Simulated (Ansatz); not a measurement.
The cell is TlCl (Pm-3m) from a database structure; cell and atoms were relaxed with r2SCAN+rVV10. Tl is surrounded by 8 Cl at 3.29 Å; Cl is surrounded by 8 Tl at 3.29 Å.

Space group Pm-3m (No. 221). a = 3.794 Å, b = 3.794 Å, c = 3.794 Å, α = 90.00°, β = 90.00°, γ = 90.00°
```tsv
atom	site	symmetry	x	y	z
Tl	1a	m-3m	0.0000	0.0000	0.0000
Cl	1b	m-3m	0.5000	0.5000	0.5000
```

4 runs of Ansatz 0.2.0 on this cell differ in the functional (and in the settings that go with it). Levels are in eV from each run's valence top; v1 is the last filled band, c1 the first empty one.

Run A, mean stress +2.0 GPa (compression positive):

| point | v2 | v1 | c1 | c2 |
| --- | --- | --- | --- | --- |
| Γ | -2.08 | -2.08 | 8.63 | 8.63 |
| X | -1.59 | 0.00 | 2.74 | 7.56 |
| M | -3.46 | -1.54 | 5.82 | 5.82 |

Run B, mean stress +2.3 GPa (compression positive):

| point | v2 | v1 | c1 | c2 |
| --- | --- | --- | --- | --- |
| Γ | -1.69 | -1.69 | 7.70 | 7.70 |
| X | -1.23 | 0.00 | 1.99 | 6.55 |
| M | -3.23 | -1.19 | 4.91 | 4.91 |

Run C, mean stress -2.4 GPa (compression positive):

| point | v2 | v1 | c1 | c2 |
| --- | --- | --- | --- | --- |
| Γ | -1.66 | -1.66 | 7.52 | 7.52 |
| X | -1.18 | 0.00 | 1.78 | 6.38 |
| M | -3.26 | -1.14 | 4.77 | 4.77 |

Run D, mean stress +1.2 GPa (compression positive):

| point | v2 | v1 | c1 | c2 |
| --- | --- | --- | --- | --- |
| Γ | -2.16 | -2.16 | 9.68 | 9.68 |
| X | -1.66 | 0.00 | 3.69 | 8.60 |
| M | -3.51 | -1.62 | 6.83 | 6.83 |

**Question.** Match the runs to LDA, PBE, HSE06, r2SCAN0.

**Answer.** A is HSE06, B is PBE, C is LDA, D is r2SCAN0. In order of the gap: LDA 1.78, PBE 1.99, HSE06 2.74, r2SCAN0 3.69 eV.

The values are computed, spin-unpolarised, and not measurements.

Spin-orbit coupling is left out; in compounds of Pb, Bi, Tl or Hg it can lower a gap by up to about 1 eV, split its edges or invert the bands.

The program warns that its thresholds are loose for a hybrid's stress.

The meshes of the hybrids are coarse, so their gaps aren't converged to the digits shown.
